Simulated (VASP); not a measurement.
# HfC (Fm-3m) in VASP: notebook, part 2 of 2

VASP 6.6.1.

## Step 3: Single point, LDA

File INCAR:

```
PREC = Accurate
ENCUT = 450
EDIFF = 1E-7
ISMEAR = -1
SIGMA = 0.15
LREAL = F
LASPH = T
NELM = 100
ALGO = Normal
ISIF = 2
LWAVE = F
LCHARG = F
ADDGRID = F
```

File KPOINTS:

```
Automatic mesh
0
Gamma
  6 6 6
```

File POSCAR:

```
HfC
1.0
    0.0000000000      2.3250000000      2.3250000000
    2.3250000000      0.0000000000      2.3250000000
    2.3250000000      2.3250000000      0.0000000000
Hf C
1 1
Direct
    0.5000000000      0.5000000000      0.5000000000
    0.0000000000      0.0000000000      0.0000000000
```

Potentials or basis: VASP PAW LDA potentials, release 64 (Hf, C).

Launch:

```sh
cat potpaw_LDA.64/Hf/POTCAR potpaw_LDA.64/C/POTCAR > POTCAR
mpirun -np 1 vasp_std > vasp.out
```

OUTCAR:

```text
PREC = Accurate
   ENCUT = 450
   EDIFF = 1E-7
   ISMEAR = -1
   LREAL = F
   LASPH = T
   NELM = 100
   ISIF = 2

 Found     16 irreducible k-points:

 Following reciprocal coordinates:
            Coordinates               Weight
  0.000000  0.000000  0.000000      1.000000
  0.166667  0.000000  0.000000      8.000000
  0.333333  0.000000  0.000000      8.000000
  0.500000  0.000000  0.000000      4.000000
  0.166667  0.166667  0.000000      6.000000
  0.333333  0.166667  0.000000     24.000000
   k-points           NKPTS =     16   k-points in BZ     NKDIM =     16   number of bands    NBANDS=      8
   number of dos      NEDOS =    301   number of ions     NIONS =      2
   total plane-waves  NPLWV =  13824
   dimension x,y,z NGX =    24 NGY =   24 NGZ =   24
   dimension x,y,z NGXF=    48 NGYF=   48 NGZF=   48
   ions per type =               1   1
   NGX,Y,Z   is equivalent  to a cutoff of  12.13, 12.13, 12.13 a.u.
   NGXF,Y,Z  is equivalent  to a cutoff of  24.27, 24.27, 24.27 a.u.
 SYSTEM =  unknown system
   PREC   = accura    normal or accurate (medium, high low for compatibility)
   ISTART =      0    job   : 0-new  1-cont  2-samecut
   ICHARG =      2    charge: 1-file 2-atom 10-const
   ISPIN  =      1    spin polarized calculation?
   LNONCOLLINEAR =      F non collinear calculations
   LSORBIT =      F    spin-orbit coupling
   LASPH  =      T    aspherical Exc in radial PAW
   ENCUT  =  450.0 eV  33.07 Ry    5.75 a.u.   5.69  5.69  5.69*2*pi/ulx,y,z
   NELM   =    100;   NELMIN=  2; NELMDL= -5     # of ELM steps
   EDIFF  = 0.1E-06   stopping-criterion for ELM
   LREAL  =      F    real-space projection
   EDIFFG = 0.1E-05   stopping-criterion for IOM
   NSW    =      0    number of steps for IOM
   IBRION =     -1    ionic relax: 0-MD 1-quasi-New 2-CG
   NFREE  =      0    steps in history (QN), initial steepest desc. (CG)
   ISIF   =      2    stress and relaxation
   ISYM   =      2    0-nonsym 1-usesym 2-fastsym
   POTIM  = 0.5000    time-step for ionic-motion
   TEBEG  =    0.0;   TEEND  =   0.0 temperature during run
   PSTRESS=    0.0 pullay stress
   NELECT =       8.0000    total number of electrons
   NUPDOWN=      -1.0000    fix difference up-down
   EMIN   =  10.00;   EMAX   =-10.00  energy-range for DOS
   EFERMI =   0.00;   METHOD = LEGACY
   ISMEAR =    -1;   SIGMA  =   0.15  broadening in eV -4-tet -1-fermi 0-gaus
   EFERMI_NEDOS =   21; number of points for ismear=-14 and -15
   IALGO  =     38    algorithm
   IMIX   =      4    mixing-type and parameters
     AMIX     =   0.40;   BMIX     =  1.00
     AMIX_MAG =   1.60;   BMIX_MAG =  1.00
  volume/ion in A,a.u.               =      12.57        84.81
  Fermi-wavevector in a.u.,A,eV,Ry     =   1.117734  2.112211 16.998163  1.249330
  Thomas-Fermi vector in A             =   2.254359
   LORBIT       =      0    0 simple, 1 ext, 2 COOP (PROOUT), +10 PAW based schemes
   GGA     = CA    functional components
   LHFCALC =     F    Hartree Fock is set to
   AEXX    =    0.0000 exact exchange contribution
   IVDW    =     0    specifies the selected vdW correction
   LEPSILON=     F    determine dielectric tensor
   LRPA    =     F    only Hartree local field effects (RPA)
 non-spin polarized calculation
  energy-cutoff  :      450.00
  volume of cell :       25.14
 maximum number of plane-waves:       556
   NGX = 11   NGY = 11   NGZ = 11

 number of electron       8.0000000 magnetization

 Free energy of the ion-electron system (eV)
  ---------------------------------------------------
  ext. energy  EPLUGINS =         0.00000000
  ---------------------------------------------------
  free energy    TOTEN  =       -22.92807908 eV

  energy without entropy =      -22.90143142  energy(sigma->0) =      -22.91475525

 E-fermi :   6.1835     XC(G=0): -12.1976

 val. band max:        6.1686686908   @ k =   0.5000   0.5000   0.0000
 cond. band min:       6.4589919904   @ k =   0.1667   0.1667   0.0000
 fundamental gap:      0.2903232996
 Fermi energy:         6.1834795231

 k-point     1 :       0.0000    0.0000    0.0000
  band No.  band energies     occupation
      1      -5.9110      2.00000
      2       7.2529      0.00160
      3       7.2529      0.00160
      4       7.2529      0.00160
      5       7.5223      0.00027
      6       7.5223      0.00027
      7       7.5223      0.00027
      8       9.5430      0.00000

 k-point     2 :       0.1667    0.0000    0.0000
  band No.  band energies     occupation
      1      -5.2685      2.00000
      2       4.6874      1.99991
      3       5.3885      1.99007
      4       5.3885      1.99007
      5       8.3855      0.00000
      6       8.3855      0.00000
      7       8.7126      0.00000
      8      11.9548      0.00000

 k-point     3 :       0.3333    0.0000    0.0000
  band No.  band energies     occupation
      1      -3.6342      2.00000
      2       1.8548      2.00000
      3       3.7961      2.00000
      4       3.7961      2.00000
      5       9.8858      0.00000
      6      10.1360      0.00000
      7      10.1360      0.00000
      8      15.2319      0.00000

 k-point     4 :       0.5000    0.0000    0.0000
  band No.  band energies     occupation
      1      -2.2039      2.00000
      2       0.1049      2.00000
      3       3.2419      2.00000
      4       3.2419      2.00000
      5      11.4282      0.00000
      6      11.4282      0.00000
      7      11.9220      0.00000
      8      12.8408      0.00000

 k-point     5 :       0.1667    0.1667    0.0000
  band No.  band energies     occupation
      1      -5.1150      2.00000
      2       3.8363      2.00000
      3       5.9880      1.57281
      4       5.9880      1.57281
      5       6.4590      0.27487
      6       9.9526      0.00000
      7      10.0380      0.00000
      8      10.0380      0.00000

 k-point     6 :       0.3333    0.1667    0.0000
  band No.  band energies     occupation
      1      -4.0299      2.00000
      2       2.3369      2.00000
      3       4.2237      2.00000
      4       4.8947      1.99963
      5       7.4036      0.00059
      6      10.8422      0.00000
      7      11.2188      0.00000
      8      12.7190      0.00000

 [... further k-points ...]

------------------------ aborting loop because EDIFF is reached ----------------------------------------

  FORCE on cell =-STRESS in cart. coord.  units (eV):
  Direction    XX          YY          ZZ          XY          YZ          ZX
  --------------------------------------------------------------------------------------
  -------------------------------------------------------------------------------------
  Total       -1.8235271     -1.8235271     -1.8235271     -0.0000000      0.0000000     -0.0000000
  in kB     -116.2315284   -116.2315284   -116.2315284     -0.0000000      0.0000000     -0.0000000
  external PRESSURE =    -116.2315284 kB  Pullay stress =       0.0000000 kB

 VOLUME and BASIS-vectors are now :
 -----------------------------------------------------------------------------
  energy-cutoff  :      450.00
  volume of cell :       25.14
      direct lattice vectors                 reciprocal lattice vectors
     0.000000000  2.325000000  2.325000000    -0.215053763  0.215053763  0.215053763
     2.325000000  0.000000000  2.325000000     0.215053763 -0.215053763  0.215053763
     2.325000000  2.325000000  0.000000000     0.215053763  0.215053763 -0.215053763

 POSITION                                       TOTAL-FORCE (eV/Angst)
 -----------------------------------------------------------------------------------
      2.32500      2.32500      2.32500         0.000000     -0.000000      0.000000
      0.00000      0.00000      0.00000        -0.000000      0.000000     -0.000000
 -----------------------------------------------------------------------------------
    total drift:                                0.000000     -0.000000     -0.000000

  FREE ENERGIE OF THE ION-ELECTRON SYSTEM (eV)
  ---------------------------------------------------
  free  energy   TOTEN  =       -22.9280790769 eV

  energy  without entropy=      -22.9014314231  energy(sigma->0) =      -22.91475525
```

OSZICAR:

```text
N       E                     dE             d eps       ncg     rms          rms(c)
DAV:   1    -0.246567638833E+01   -0.24657E+01   -0.34001E+03   256   0.767E+02
DAV:   2    -0.257061229447E+02   -0.23240E+02   -0.22269E+02   408   0.946E+01
DAV:   3    -0.261509923192E+02   -0.44487E+00   -0.43036E+00   384   0.158E+01
DAV:   4    -0.261518957564E+02   -0.90344E-03   -0.90343E-03   352   0.662E-01
DAV:   5    -0.261518962243E+02   -0.46796E-06   -0.46745E-06   352   0.131E-02    0.196E+01
DAV:   6    -0.231423723910E+02    0.30095E+01   -0.25831E+01   264   0.239E+01    0.101E+01
DAV:   7    -0.229929476627E+02    0.14942E+00   -0.67776E-01   296   0.554E+00    0.538E+00
DAV:   8    -0.229295598253E+02    0.63388E-01   -0.60483E-02   312   0.213E+00    0.264E-01
DAV:   9    -0.229282143153E+02    0.13455E-02   -0.39652E-03   368   0.306E-01    0.182E-01
DAV:  10    -0.229280865472E+02    0.12777E-03   -0.27572E-04   304   0.975E-02    0.437E-02
DAV:  11    -0.229280794450E+02    0.71022E-05   -0.36342E-05   336   0.338E-02    0.124E-02
DAV:  12    -0.229280790864E+02    0.35854E-06   -0.95555E-07   344   0.642E-03    0.817E-04
DAV:  13    -0.229280790769E+02    0.94980E-08   -0.43557E-08   184   0.152E-03
   1 F= -.22928079E+02 E0= -.22914755E+02  d E =-.266477E-01
```

stdout:

```text
POSCAR found type information on POSCAR HfC
 POSCAR found :  2 types and       2 ions
 scaLAPACK will be used
 LDA part: xc-table for (Slater(with rela. corr.)+CA(PZ))
 , standard interpolation
 POSCAR, INCAR and KPOINTS ok, starting setup
 FFT: planning ... GRIDC
 FFT: planning ... GRID_SOFT
 FFT: planning ... GRID
 WAVECAR not read
 entering main loop
```

It took 10 s on 1 thread of AMD EPYC, shared host; peak memory 0.09 GiB.

The run converged, but some of its settings lie outside the range that counts as converged, so its numbers aren't taken as properties of the crystal.

Results:

* Free energy: -22.9281 eV
* Band gap on the k mesh: none (metal or under the smearing width)

Caveat: the k mesh is coarse (spacing up to 0.39 Å⁻¹), so the values aren't converged; the cutoff is under 1.25 times the usual one of these potentials, so pressure, stress and relaxed cells hold a basis-set (Pulay) error.

## Step 4: Single point, LDA

Edit INCAR of step 3 so:

```diff
@@ -1,3 +1,3 @@
 PREC = Accurate
-ENCUT = 450
+ENCUT = 550
 EDIFF = 1E-7
```

KPOINTS is that of step 3.

POSCAR is that of step 3.

Launch:

```sh
cat potpaw_LDA.64/Hf/POTCAR potpaw_LDA.64/C/POTCAR > POTCAR
mpirun -np 1 vasp_std > vasp.out
```

Wall time 17 s (1 thread of AMD EPYC, shared host); peak memory 0.11 GiB.

These settings aren't checked as converged: the numbers below hold their error.

Results:

| Item | Value |
| --- | --- |
| Free energy | -22.9259 eV |
| Pressure | -11.5 GPa |
| Band gap on the k mesh | none (metal or under the smearing width) |

Caveat: the k mesh is coarse (spacing up to 0.39 Å⁻¹), so the values aren't converged.

## Step 5: Single point, LDA

Edit INCAR of step 4 so:

```diff
@@ -1,3 +1,3 @@
 PREC = Accurate
-ENCUT = 550
+ENCUT = 700
 EDIFF = 1E-7
```

KPOINTS is that of step 4.

POSCAR is that of step 4.

Launch:

```sh
cat potpaw_LDA.64/Hf/POTCAR potpaw_LDA.64/C/POTCAR > POTCAR
mpirun -np 1 vasp_std > vasp.out
```

It took 14 s on 1 thread of AMD EPYC, shared host; peak memory 0.11 GiB.

The run converged, but some of its settings lie outside the range that counts as converged, so its numbers aren't taken as properties of the crystal.

What came out:

| Quantity | Value |
| --- | --- |
| Free energy | -22.9290 eV |
| Pressure | -11.6 GPa |
| Band gap on the k mesh | none (metal or under the smearing width) |

Caveat: the k mesh is coarse (spacing up to 0.39 Å⁻¹), so the values aren't converged.

## Step 6: The reference run

An earlier run on the cell as given: functional PBE; potentials or basis VASP PAW PBE potentials, release 64 (Hf_pv, C); cutoff 520 eV; k mesh 10 × 10 × 10; occupations fermi-dirac, width 0.05 eV; no spin polarisation.

* Pressure: -0.4 GPa
* Band gap on the k mesh: none (metal or under the smearing width)
